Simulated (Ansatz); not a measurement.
Crystal: CuO.

```
Cu O
1.0
     4.16094    0.00000    0.00000
     0.00000    4.16094    0.00000
     0.00000    0.00000    3.88764
Cu O
3 3
Cartesian
  4.0675 4.1117 3.7334
  0.1651 2.1891 2.0144
  2.0021 4.1336 1.9668
  0.0459 2.0922 3.7923
  1.9197 4.1141 3.8361
  0.1216 0.0031 2.1513
```

The cell comes from a database or a generator and needn't be the stable form of this composition.

The cell isn't the ideal one: all atoms moved at random, sigma 0.1 Å a component.

Base run:

* Program: Ansatz 0.2.0
* Functional: PBE
* Potentials or basis: PseudoDojo stringent (PBE files)
* Cutoff: 1415 eV
* Density cutoff: 5660 eV
* k mesh: 7 × 7 × 7
* Occupations: fermi-dirac, width 0.05 eV
* Spin: no spin polarisation

Its results: band gap on the k mesh none (metal or under the smearing width); pressure 16.2 GPa; largest force 9.948 eV/Å.

Question: The run is repeated on the same cell with these changes: potentials or basis from PseudoDojo stringent (PBE files) to JTH PAW; cutoff from 1415 eV to 1380 eV (not typed: the program's choice for these potentials). What comes out?

Answer: Band gap on the k mesh none (metal or under the smearing width); pressure 16.9 GPa; largest force 10.165 eV/Å.

Caveats: an odd number of electrons without spin polarisation forces a metal; a magnetic or distorted state may lie lower; the run has no spin polarisation, though such a crystal can be magnetic; semilocal functionals often make such compounds metallic where correlation or magnetic order opens a gap, which also shifts bond lengths.
